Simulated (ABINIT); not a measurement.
# ZnS (F-43m) in ABINIT: notebook

One crystal, ZnS, is run at these levels: LDA, PBEsol; tasks: single point.

Program: ABINIT 10.8.3 (patched build). These are calculated values, not measurements. Logs are shortened: lines on timing, memory, paths and dates and some standing lists are left out, and cuts for length are marked. The log counts tension as positive stress, the text compression.

**Measured values to compare with.**

From “Electronic, vibrational, and thermodynamic properties of ZnS (zincblende and rocksalt structure)”, 2009, arxiv:0911.5022, for a bulk crystal of ZnS at 19 K: band gap 3.85 eV (direct).

How close the calculation comes is told below.

## Step 1: Starting point

It takes space group F-43m (No. 216, cubic). The conventional cell has a = 5.404 Å, b = 5.404 Å, c = 5.404 Å, α = 90.00°, β = 90.00°, γ = 90.00°. Zn (site symmetry -43m) is surrounded by 4 S at 2.34 Å. S (site symmetry -43m) is surrounded by 4 Zn at 2.34 Å.

## Step 2: Single point, LDA

Input file run.abi:

```
pp_dirpath "./"
pseudos "Zn.upf, S.upf"

acell 3*1.0
rprim
     0.0000000000     5.1060399887     5.1060399887
     5.1060399887     0.0000000000     5.1060399887
     5.1060399887     5.1060399887     0.0000000000
ntypat 2
znucl 30 16
natom 2
typat 1 2
xred
     0.7500000000     0.7500000000     0.7500000000
     0.0000000000     0.0000000000     0.0000000000

ecut 816.341587 eV

kptopt 1
ngkpt 7 7 7
nshiftk 1
shiftk 0.0 0.0 0.0

ixc 7

nband 17
occopt 3
tsmear 0.05 eV

nstep 100
tolvrs 1.0e-10

iomode 3
prtwf 0
prteig 0
prtebands 0
prtden 1
prtvha 1
prtvclmb 1
prtpot 1
prtelf 1
```

Potentials or basis: PseudoDojo NC SR LDA v0.4.1 standard.

Started as:

```console
abinit run.abi > log 2>&1
```

run.abo:

```text
.Version 10.8.3 of ABINIT
 Symmetries : space group F-4 3 m (#216); Bravais cF (face-center cubic)
================================================================================
 Values of the parameters that define the memory need of the present run
     intxc =       0    ionmov =       0      iscf =       7    lmnmax =       6
     lnmax =       6     mgfft =      36  mpssoang =       3    mqgrid =    3001
     natom =       2  nloc_mem =       1    nspden =       1   nspinor =       1
    nsppol =       1      nsym =      24    n1xccc =    2501    ntypat =       2
    occopt =       3   xclevel =       1
       mpw =        2106          nfft =       46656          nkpt =          20
================================================================================
================================================================================

--------------------------------------------------------------------------------
------------- Echo of variables that govern the present computation ------------
--------------------------------------------------------------------------------
 -outvars: echo values of preprocessed input variables --------
            acell      1.0000000000E+00  1.0000000000E+00  1.0000000000E+00 Bohr
              amu      6.53900000E+01  3.20660000E+01
             ecut      3.00000000E+01 Hartree
              ixc           7
         kptrlatt        7    0    0      0    7    0      0    0    7
          kptrlen      5.05472170E+01
            natom           2
            nband          17
            ngfft          36      36      36
             nkpt          20
            nstep         100
             nsym          24
           ntypat           2
           occopt           3
        prtebands           0
           prteig           0
           prtelf           1
           prtpot           1
         prtvclmb           1
           prtvha           1
            prtwf           0
            rprim      0.0000000000E+00  5.1060399887E+00  5.1060399887E+00
                       5.1060399887E+00  0.0000000000E+00  5.1060399887E+00
                       5.1060399887E+00  5.1060399887E+00  0.0000000000E+00
          spgroup         216
           tolvrs      1.00000000E-10
           tsmear      1.83746611E-03 Hartree
            typat      1  2
           xangst      4.0529999972E+00  4.0529999972E+00  4.0529999972E+00
                       0.0000000000E+00  0.0000000000E+00  0.0000000000E+00
            xcart      7.6590599831E+00  7.6590599831E+00  7.6590599831E+00
                       0.0000000000E+00  0.0000000000E+00  0.0000000000E+00
             xred      7.5000000000E-01  7.5000000000E-01  7.5000000000E-01
                       0.0000000000E+00  0.0000000000E+00  0.0000000000E+00
            znucl       30.00000   16.00000

================================================================================

 chkinp: Checking input parameters for consistency.

================================================================================
== DATASET  1 ==================================================================

--- !DatasetInfo
iteration_state: {dtset: 1, }
dimensions: {natom: 2, nkpt: 20, mband: 17, nsppol: 1, nspinor: 1, nspden: 1, mpw: 2106, }
cutoff_energies: {ecut:  30.0, pawecutdg:  -1.0, }
electrons: {nelect:   2.60000000E+01, charge:   0.00000000E+00, occopt:   3.00000000E+00, tsmear:   1.83746611E-03, }
meta: {optdriver: 0, ionmov: 0, optcell: 0, iscf: 7, paral_kgb: 0, }
...

 Exchange-correlation functional for the present dataset will be:
  LDA: Perdew-Wang 92 LSD fit to Ceperley-Alder data - ixc=7
  J.P.Perdew and Y.Wang, PRB 45, 13244 (1992)

 Real(R)+Recip(G) space primitive vectors, cartesian coordinates (Bohr,Bohr^-1):
 R(1)=  0.0000000  5.1060400  5.1060400  G(1)= -0.0979232  0.0979232  0.0979232
 R(2)=  5.1060400  0.0000000  5.1060400  G(2)=  0.0979232 -0.0979232  0.0979232
 R(3)=  5.1060400  5.1060400  0.0000000  G(3)=  0.0979232  0.0979232 -0.0979232
 Unit cell volume ucvol=  2.6624572E+02 bohr^3
 Angles (23,13,12)=  6.00000000E+01  6.00000000E+01  6.00000000E+01 degrees

 getcut: wavevector=  0.0000  0.0000  0.0000  ngfft=  36  36  36
         ecut(hartree)=     30.000   => boxcut(ratio)=   2.02198

--- Pseudopotential description ------------------------------------------------
- pspini: atom type   1  psp file is ./Zn.upf
12 -1012 2 -1 1296                            pspcod,pspxc,lmax,lloc,mmax
     nproj     2     2     2

- pspini: atom type   2  psp file is ./S.upf
12 -1012 2 -1 1132                            pspcod,pspxc,lmax,lloc,mmax
     nproj     2     2     2

   9.19796488E+02                                ecore*ucvol(ha*bohr**3)
--------------------------------------------------------------------------------

================================================================================

--- !BeginCycle
iteration_state: {dtset: 1, }
solver: {iscf: 7, nstep: 100, nline: 4, wfoptalg: 0, }
tolerances: {tolvrs: 1.00E-10, }
...

     iter   Etot(hartree)      deltaE(h)  residm     vres2
 ETOT  1  -218.43323100865    -2.184E+02 3.272E-01 1.635E+03
 ETOT  2  -219.32827151999    -8.950E-01 1.961E-01 2.638E+03
 ETOT  3  -219.93522511167    -6.070E-01 7.725E-03 3.075E+02
 ETOT  4  -219.97706477977    -4.184E-02 8.336E-03 1.238E+02
 ETOT  5  -220.00404712570    -2.698E-02 6.671E-04 6.255E+00
 ETOT  6  -220.00548738519    -1.440E-03 2.582E-04 3.936E-03
 ETOT  7  -220.00548869008    -1.305E-06 5.380E-05 3.197E-03
 ETOT  8  -220.00548935292    -6.628E-07 8.257E-05 1.310E-04
 ETOT  9  -220.00548937976    -2.684E-08 8.113E-05 2.868E-05
 ETOT 10  -220.00548938730    -7.541E-09 1.389E-04 2.539E-08
 ETOT 11  -220.00548938731    -1.137E-11 9.784E-05 2.754E-09
 ETOT 12  -220.00548938731     3.013E-12 1.766E-04 3.428E-11

 At SCF step   12       vres2   =  3.43E-11 < tolvrs=  1.00E-10 =>converged.

 Compute ELF
--------------------------------------------------------------------------------

 Compute kinetic energy density

 Compute gradient of the electron density
 Electron Localization Function (ELF) [min:0;max:1]
)     Maximum=    8.9880E-01  at reduced coord.    0.9167    0.9167    0.9167
)     Minimum=    0.0000E+00  at reduced coord.    0.0000    0.0000    0.0000
   Integrated=    8.2946E+01

--------------------------------------------------------------------------------
 End of ELF section

 Cartesian components of stress tensor (hartree/bohr^3)
  sigma(1 1)=  1.43272237E-03  sigma(3 2)=  0.00000000E+00
  sigma(2 2)=  1.43272237E-03  sigma(3 1)=  0.00000000E+00
  sigma(3 3)=  1.43272237E-03  sigma(2 1)=  0.00000000E+00

--- !ResultsGS
iteration_state: {dtset: 1, }
comment   : Summary of ground state results
lattice_vectors:
- [  0.0000000,   5.1060400,   5.1060400, ]
- [  5.1060400,   0.0000000,   5.1060400, ]
- [  5.1060400,   5.1060400,   0.0000000, ]
lattice_lengths: [   7.22103,    7.22103,    7.22103, ]
lattice_angles: [ 60.000,  60.000,  60.000, ] # degrees, (23, 13, 12)
lattice_volume:   2.6624572E+02
convergence: {deltae:  3.013E-12, res2:  3.428E-11, residm:  1.766E-04, diffor: null, }
etotal    :  -2.20005489E+02
entropy   :   0.00000000E+00
fermie    :   1.60578806E-01
cartesian_stress_tensor: # hartree/bohr^3
- [  1.43272237E-03,   0.00000000E+00,   0.00000000E+00, ]
- [  0.00000000E+00,   1.43272237E-03,   0.00000000E+00, ]
- [  0.00000000E+00,   0.00000000E+00,   1.43272237E-03, ]
pressure_GPa:  -4.2152E+01
xred      :
- [  7.5000E-01,   7.5000E-01,   7.5000E-01, Zn]
- [  0.0000E+00,   0.0000E+00,   0.0000E+00,  S]
cartesian_forces: # hartree/bohr
- [ -1.23596510E-30,   2.05994184E-30,   4.11988368E-31, ]
- [  1.23596510E-30,  -2.05994184E-30,  -4.11988368E-31, ]
force_length_stats: {min:   2.43735605E-30, max:   2.43735605E-30, mean:   2.43735605E-30, }
...

 Integrated electronic density in atomic spheres:
 ------------------------------------------------
 Atom  Sphere_radius  Integrated_density
    1        2.00000         18.14829395
    2        2.00000          3.92804548
================================================================================

 ----iterations are completed or convergence reached----

 Mean square residual over all n,k,spin=   51.971E-08; max=  17.658E-05
 reduced coordinates (array xred) for    2 atoms
       0.750000000000      0.750000000000      0.750000000000
       0.000000000000      0.000000000000      0.000000000000
 rms dE/dt=  1.1393E-29; max dE/dt=  8.4145E-30; dE/dt below (all hartree)
    1      -0.000000000000      0.000000000000     -0.000000000000
    2       0.000000000000      0.000000000000      0.000000000000

 cartesian coordinates (angstrom) at end:
    1      4.05299999721958     4.05299999721958     4.05299999721958
    2      0.00000000000000     0.00000000000000     0.00000000000000

 cartesian forces (hartree/bohr) at end:
    1     -0.00000000000000     0.00000000000000     0.00000000000000
    2      0.00000000000000    -0.00000000000000    -0.00000000000000
 frms,max,avg= 1.4072082E-30 2.0599418E-30   0.000E+00  0.000E+00  0.000E+00 h/b

 cartesian forces (eV/Angstrom) at end:
    1     -0.00000000000000     0.00000000000000     0.00000000000000
    2      0.00000000000000    -0.00000000000000    -0.00000000000000
 frms,max,avg= 7.2361554E-29 1.0592647E-28   0.000E+00  0.000E+00  0.000E+00 e/A
 length scales=  1.000000000000  1.000000000000  1.000000000000 bohr
              =  0.529177210544  0.529177210544  0.529177210544 angstroms
 Fermi (or HOMO) energy (hartree) =   0.16058   Average Vxc (hartree)=  -0.37880
 Eigenvalues (hartree) for nkpt=  20  k points:
 kpt#   1, nband= 17, wtk=  0.00292, kpt=  0.0000  0.0000  0.0000 (reduced coord)
  -4.45300   -2.77901   -2.77901   -2.77901   -0.35682   -0.11429   -0.11429   -0.11429
  -0.09656   -0.09656    0.12544    0.12544    0.12544    0.19347    0.35432    0.35432
   0.35432
      occupation numbers for kpt#   1
   2.00000    2.00000    2.00000    2.00000    2.00000    2.00000    2.00000    2.00000
   2.00000    2.00000    2.00000    2.00000    2.00000    0.00000    0.00000    0.00000
   0.00000
 prteigrs : prtvol=0 or 1, do not print more k-points.

--- !EnergyTerms
iteration_state     : {dtset: 1, }
comment             : Components of total free energy in Hartree
kinetic             :  9.59294000958277E+01
hartree             :  9.19582039371993E+01
xc                  : -2.53018110406526E+01
Ewald energy        : -1.07297656401546E+02
psp_core            :  3.45469026458254E+00
local_psp           : -2.32257368952778E+02
non_local_psp       : -4.64909472899333E+01
internal            : -2.20005489387300E+02
'-kT*entropy'       : -7.11462872191435E-12
total_energy        : -2.20005489387307E+02
total_energy_eV     : -5.98665434795408E+03
band_energy         : -2.70418059285468E+01
...

 Cartesian components of stress tensor (hartree/bohr^3)
  sigma(1 1)=  1.43272237E-03  sigma(3 2)=  0.00000000E+00
  sigma(2 2)=  1.43272237E-03  sigma(3 1)=  0.00000000E+00
  sigma(3 3)=  1.43272237E-03  sigma(2 1)=  0.00000000E+00

-Cartesian components of stress tensor (GPa)         [Pressure= -4.2152E+01 GPa]
- sigma(1 1)=  4.21521475E+01  sigma(3 2)=  0.00000000E+00
- sigma(2 2)=  4.21521475E+01  sigma(3 1)=  0.00000000E+00
- sigma(3 3)=  4.21521475E+01  sigma(2 1)=  0.00000000E+00

== END DATASET(S) ==============================================================
================================================================================

 -outvars: echo values of variables after computation  --------
            acell      1.0000000000E+00  1.0000000000E+00  1.0000000000E+00 Bohr
           etotal     -2.2000548939E+02
            fcart     -1.2359651032E-30  2.0599418387E-30  4.1198836775E-31
                       1.2359651032E-30 -2.0599418387E-30 -4.1198836775E-31
            rprim      0.0000000000E+00  5.1060399887E+00  5.1060399887E+00
                       5.1060399887E+00  0.0000000000E+00  5.1060399887E+00
                       5.1060399887E+00  5.1060399887E+00  0.0000000000E+00
           strten      1.4327223741E-03  1.4327223741E-03  1.4327223741E-03
                       0.0000000000E+00  0.0000000000E+00  0.0000000000E+00
           xangst      4.0529999972E+00  4.0529999972E+00  4.0529999972E+00
                       0.0000000000E+00  0.0000000000E+00  0.0000000000E+00
             xred      7.5000000000E-01  7.5000000000E-01  7.5000000000E-01
                       0.0000000000E+00  0.0000000000E+00  0.0000000000E+00
 Calculation completed.
```

Run time: 23 s. Hardware: 1 thread of Arm Neoverse V2, shared host; peak memory 0.06 GiB.

What came out:

- Free energy: -5986.6543 eV
- Band gap on the k mesh: 1.85 eV, direct
- Valence electrons inside the program's atomic spheres: Zn 18.15; S 3.93

Levels at points of the mesh, in eV from the valence-band top:
```
           k point  band 9  band 10  band 11  band 12  band 13  band 14  band 15  band 16  band 17
(0.00, 0.00, 0.00)   -6.04    -6.04     0.00     0.00     0.00     1.85     6.23     6.23     6.23
```

Caveat: the cutoff is too short for stress, so the log's stress isn't used.

(Part 1 of 2 ends here.)
